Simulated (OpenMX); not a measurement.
**SiO2 under changes of volume**

One of the cells (15.871 Å³/atom); the others are scaled copies at fixed shape and fractional positions:

```
CELL_PARAMETERS angstrom
5.06907 0.00000 0.00000
-2.53454 4.38995 0.00000
0.00000 0.00000 8.55849
ATOMIC_POSITIONS crystal
Si 0.33333 0.66667 0.43713
Si 0.33333 0.66667 0.06287
Si 0.66667 0.33333 0.56287
Si 0.66667 0.33333 0.93713
O 0.42126 0.00000 0.00000
O 0.33333 0.66667 0.25000
O 0.66667 0.33333 0.75000
O 0.00000 0.57874 0.50000
O 0.57874 0.57874 0.00000
O 0.57874 0.00000 0.50000
O 0.42126 0.42126 0.50000
O 0.00000 0.42126 0.00000
```

The cell comes from a database or a generator and needn't be the stable form of this composition.

| Property | Result |
| --- | --- |
| Program | OpenMX 3.8.5 |
| Functional | LDA |
| Potentials or basis | OpenMX 2013 LDA set, Si7.0-s2p2d1, O6.0-s2p2d1, fixed grid of 54 × 54 × 105 points |
| k mesh | 7 × 7 × 3 |
| Occupations | fermi-dirac, width 0.05 eV |
| Spin | no spin polarisation |

```tsv
volume (Å³/atom)	energy over the lowest point (meV/atom)	gap on the mesh (eV)	largest force (eV/Å)
14.919	44.93	6.43	1.027
15.236	22.68	6.33	0.792
15.554	?	?	?
15.871	0.92	6.10	0.372
16.188	0.00	5.97	0.185
16.506	4.90	5.83	0.059
16.823	15.08	5.68	0.162
```

Q: What does the run at 15.554 Å³/atom give?

A: Energy over the lowest point 8.26 meV/atom; gap on the mesh 6.22 eV; largest force 0.572 eV/Å.

Worked out: A Birch-Murnaghan fit of order 3 (a polynomial in V^(-2/3)) to the other rows has its minimum at 16.08 Å³/atom with B0 = V·E''(V) = 154 GPa and B' = 4.0 at fixed shape and positions, which overstates the stiffness. It gives 8.23 meV/atom at 15.554 Å³/atom, against the run's 8.26. A parabola through the other rows of the gap, of slope -5.66 eV per unit of ln V there, gives 6.22 eV, against the run's 6.22.

Energies are extrapolated to zero smearing.

Caveats: an odd mesh through Γ misses points on the zone boundary, where band edges often lie; the basis of atomic orbitals isn't converged, which shifts pressures, moduli and gaps; forces of over 1 eV/Å show positions far from the minimum, so gaps and moduli don't describe the material at rest (some runs).
